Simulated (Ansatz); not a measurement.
# Thallium, bcc under RPBE: ground state and equation of state

Aim: take thallium in the bcc structure, relax it, solve it on a dense k-mesh, then scale the cell to 7 volumes from 88 to 112 % of the relaxed one and try a fit of the equation of state. Spin polarisation is left out. The k-meshes are 12×12×12 for the relaxation; 18×18×18 for the dense run; 12×12×12 for the volumes.

This is Tl in the bcc structure; at room conditions it is hcp.

Computed with Ansatz 0.2.0 (DFT RPBE, plane waves (420 eV) with PAW, scalar-relativistic; PBE-made PAW files, unless a step says otherwise).

### Step 1. Starting point

Symmetry: Im-3m, No. 229, cubic system. Conventional cell: a = 3.828 Å, b = 3.828 Å, c = 3.828 Å, α = 90.00°, β = 90.00°, γ = 90.00°. Tl (site symmetry m-3m) is surrounded by 8 Tl at 3.31 Å.

As a file:

```cif
data_structure
_symmetry_space_group_name_H-M 'Im-3m'
_symmetry_Int_Tables_number 229
_cell_length_a 3.8276
_cell_length_b 3.8276
_cell_length_c 3.8276
_cell_angle_alpha 90.000
_cell_angle_beta 90.000
_cell_angle_gamma 90.000
_cell_volume 56.07
loop_
_atom_site_label
_atom_site_type_symbol
_atom_site_symmetry_multiplicity
_atom_site_Wyckoff_symbol
_atom_site_fract_x
_atom_site_fract_y
_atom_site_fract_z
_atom_site_occupancy
Tl1 Tl 2 a 0.00000 0.00000 0.00000 1
```

### Step 2. Relaxing cell and atoms

File input.yaml:

```yaml
crystal:
  lattice:
    - [-1.9137783729, 1.9137783729, 1.9137783729]
    - [1.9137783729, -1.9137783729, 1.9137783729]
    - [1.9137783729, 1.9137783729, -1.9137783729]
  atoms:
    - { symbol: Tl, position: [0.0, 0.0, 0.0] }
hamiltonian:
  xc: rpbe
  pseudopotentials:
    kind: paw
    azcp:
      Tl: "pseudopotentials/Tl.paw.azcp"
basis:
  ecutwfc: 420
  fft_grid_basis: typed
kpoints:
  mp_grid: { grid: [12, 12, 12], shift: [0, 0, 0] }
magnetization:
  spin_polarized: false
scf:
  occupations: { method: fermi_dirac, width: 0.1 }
relax:
  max_steps: 60
  f_tol: 0.01
  cell: {}
```

The runs that follow: Single point on a dense mesh; At 88 % of the relaxed volume; At 92 % of the relaxed volume; At 96 % of the relaxed volume; At 100 % of the relaxed volume; At 104 % of the relaxed volume; At 108 % of the relaxed volume; At 112 % of the relaxed volume.

**Question.** What will these runs give? Wanted: space group; conventional cell; volume; shortest distance; gap on the mesh; relative to hcp; V₀, B₀, B₀′.

As calculated:

| quantity | value |
| --- | --- |
| space group (spins left aside) | Im-3m (No. 229) |
| conventional cell | a = 4.075 Å |
| volume | 33.823 Å³/atom |
| shortest distance | 3.529 Å |
| gap on the mesh | none (levels filled in part) |
| relative to hcp | +5 meV/atom |
| V₀, B₀, B₀′ | 33.698 Å³/atom, 19.6 GPa, 5.5 |

**Reading.** The relaxation enlarged the cell by 20.6 % in volume. Against the reference form of thallium (hcp, computed apart with the same settings) it stands 5 meV/atom higher. Levels at the Fermi energy are filled in part, as in a metal. B₀ comes out at 19.6 GPa, a soft solid. The symmetry was held, so the structure may be unstable against distortions that break it.
